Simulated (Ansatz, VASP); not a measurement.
# Ir: VASP beside Ansatz

```xyz
2
Lattice="0.0000 1.9556 4.2394 1.9526 0.0000 4.2394 1.9526 1.9556 0.0000" Properties=species:S:1:pos:R:3 pbc="T T T"
Ir    1.9526    1.9556    1.2429
Ir    1.9526    1.9556    7.2359
```

Alike in both runs: functional PBE; k mesh 6 × 6 × 6; occupations gaussian, width 0.1 eV; no spin polarisation.

Ansatz relaxed the structure, and its values are those at the end. VASP's run is a single point on that final structure, the one shown.

```csv
,VASP,Ansatz
version,VASP 6.6.1,Ansatz 0.2.0
potentials or method,"VASP PAW PBE potentials, release 64 (Ir)","scalar-relativistic, plane waves, PAW"
plane-wave cutoff (eV),520,420
valence electrons in the cell,18,34
```

```tsv
	VASP	Ansatz	Ansatz less VASP
gap on the k mesh at the Fermi level (eV)	none	none	-
pressure (GPa)	0.3	0.0	-0.30
rms of the force components (eV/Å)	0.014	0.000	-0.0138
```

A gap of «none» marks a metal or a gap that the smearing closes. The two sets of potentials don't hold the same shells in valence.

Caveats: the k mesh is coarse (spacing up to 0.40 Å⁻¹), so the values aren't converged. Spin-orbit coupling is left out, which matters for the levels of Ir.
